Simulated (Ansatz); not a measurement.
SiNi (Pnma), symmetry broken, then relaxed

Method: DFT PBE, scalar-relativistic, plane waves, PAW in Ansatz 0.2.0. Settings: plane waves to 420 eV, k-mesh 8×10×6 (Γ-centred), Gaussian smearing 0.15 eV. No spin polarisation. A magnetic state may lie lower. Energies are free energies at this smearing, counted from the undisturbed cell; pressure is positive in compression.

The undisturbed cell (relaxed at this level):

```xyz
8
Lattice="5.1541 0.0000 0.0000 0.0000 3.3755 0.0000 0.0000 0.0000 5.6197" Properties=species:S:1:pos:R:3 pbc="T T T"
Si    1.6557    2.5316    0.4725
Si    0.9213    0.8439    3.2824
Si    4.2328    2.5316    2.3374
Si    3.4984    0.8439    5.1472
Ni    0.0424    0.8439    1.0592
Ni    2.5347    2.5316    3.8691
Ni    2.6194    0.8439    1.7506
Ni    5.1117    2.5316    4.5605
```

The atoms are displaced (Å, in the unstrained cell):

```csv
atom,ux,uy,uz
Si1,0.018,-0.095,-0.026
Si2,0.018,-0.095,-0.026
Si3,0.018,-0.095,-0.026
Si4,0.018,-0.095,-0.026
Ni5,-0.018,0.095,0.026
Ni6,-0.018,0.095,0.026
Ni7,-0.018,0.095,0.026
Ni8,-0.018,0.095,0.026
```

Cell and atoms are then relaxed.

**Question.** Does the relaxation return to the undisturbed structure?

**Answer.** Yes (up to a choice of domain or origin): same space group and volume, and an energy 0.0 meV/atom from it. The disturbance itself cost 72.6 meV/atom. The final space group reads Pnma (tolerance 0.05 Å) and the volume changes by 0.03 %.

Final structure:

```
CELL_PARAMETERS angstrom
5.16043 0.00000 0.00000
0.00000 3.37098 -0.00001
0.00000 -0.00002 5.62200
ATOMIC_POSITIONS crystal
Si 0.32117 0.75000 0.08383
Si 0.17883 0.25000 0.58383
Si 0.82117 0.75000 0.41617
Si 0.67883 0.25000 0.91617
Ni 0.00819 0.25000 0.18849
Ni 0.49181 0.75000 0.68849
Ni 0.50819 0.25000 0.31151
Ni 0.99181 0.75000 0.81151
```

The relaxation, step by step (energy from the first step; small jumps at an unchanged geometry come where the plane waves are selected anew for the new cell):

```tsv
step	ΔE (meV/atom)	largest force component (eV/Å)	pressure (GPa)
1	0.0	1.603	3.05
2	-36.5	1.073	1.48
3	-72.4	0.051	0.08
4	-72.5	0.009	-0.22
5	-72.6	0.002	-0.02
6	-72.6	0.002	-0.03
```